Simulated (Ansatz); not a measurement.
# Se: the cost of one run

Method: DFT PBE, scalar-relativistic, plane waves, PAW, in Ansatz 0.2.0.

### Step 1. The system as given

The structure is orthorhombic, space group Cmmm (No. 65). The conventional cell has a = 5.768 Å, b = 5.997 Å, c = 2.996 Å, α = 90.00°, β = 90.00°, γ = 90.00°. Around Se (site symmetry m2m) lie 5 Se at 2.55 to 3.00 Å.

As a file:

```cif
data_structure
_symmetry_space_group_name_H-M 'Cmmm'
_symmetry_Int_Tables_number 65
_cell_length_a 5.7681
_cell_length_b 5.9972
_cell_length_c 2.9964
_cell_angle_alpha 90.000
_cell_angle_beta 90.000
_cell_angle_gamma 90.000
_cell_volume 103.65
loop_
_atom_site_label
_atom_site_type_symbol
_atom_site_symmetry_multiplicity
_atom_site_Wyckoff_symbol
_atom_site_fract_x
_atom_site_fract_y
_atom_site_fract_z
_atom_site_occupancy
Se1 Se 4 j 0.50000 0.71276 0.50000 1
```

A structure generator made this guess: random cell by space group and Wyckoff sites (Cmmm, No. 65). Lengths come from tabulated atomic sizes and are only a guess.

### Step 2. A first look at the guess

Contents of input.yaml:

```yaml
crystal:
  lattice:
    - [2.8840368, -2.99857596, 0.0]
    - [2.8840368, 2.99857596, 0.0]
    - [0.0, 0.0, 2.99636519]
  atoms:
    - { symbol: Se, position: [0.78723816, 0.21276184, 0.5] }
    - { symbol: Se, position: [0.21276184, 0.78723816, 0.5] }
basis:
  ecutwfc: 420
kpoints:
  mp_grid: { grid: [4, 4, 6] }
hamiltonian:
  xc: pbe
scf:
  occupations: { method: gaussian, width: 0.1 }
  lower_state_search: "off"
output:
  forces: true
  stress: true
  eigenvalues: true
```

The run is started by

```
$ ansatz run input.yaml --threads 1 --pin off --max-ram 2560MiB --backend cpu --events-out ev --progress --plain --runs-dir out
```

What time and memory should one allow on 1 thread of Arm Neoverse V2, shared host?

About 1.3 s, with a peak of 0.3 GiB.
